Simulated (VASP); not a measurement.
LiF (Griceite):

```
F Li
1.0
     0.00000    2.01400    2.01400
     2.01400    0.00000    2.01400
     2.01400    2.01400    0.00000
F Li
1 1
Direct
  0.50000 0.50000 0.50000
  0.00000 0.00000 0.00000
```

Program: VASP 6.6.1. Alike in all runs: no spin polarisation; cell as given.

Task: Order these runs on this cell by their band gap on the k mesh, lowest first.
A. level optPBE-vdW; potentials or basis VASP PAW PBE potentials, release 64 (F_h, Li_sv); k mesh 11 × 11 × 11; cutoff (eV) 900; smearing gaussian 0.05 eV; mesh quality not flagged
B. level r2SCAN-EpsX; potentials or basis VASP PAW PBE potentials, release 64 (F, Li_sv); k mesh 8 × 8 × 8; cutoff (eV) 520; smearing gaussian 0.02 eV; grid for exact exchange (PRECFOCK) Fast; exchange at q = 0 truncated; ladder gaps; share of exact exchange 0.4861; mesh quality not flagged
C. level r2SCANh; potentials or basis VASP PAW PBE potentials, release 64 (F, Li_sv); k mesh 6 × 6 × 6; cutoff (eV) 520; smearing fermi-dirac 0.05 eV; grid for exact exchange (PRECFOCK) Fast; exchange at q = 0 truncated; mesh quality coarse
D. level r2SCAN; potentials or basis VASP PAW PBE potentials, release 64 (F, Li_sv); k mesh 12 × 12 × 12; cutoff (eV) 520; smearing gaussian 0.02 eV; ladder free; mesh quality not flagged

Result: A (9.33 eV), D (10.27 eV), C (11.32 eV), B (15.43 eV).

Caveats: some runs use coarse meshes; an odd mesh through Γ misses points on the zone boundary, where band edges often lie (some runs).

Not every run made on this cell is shown here.
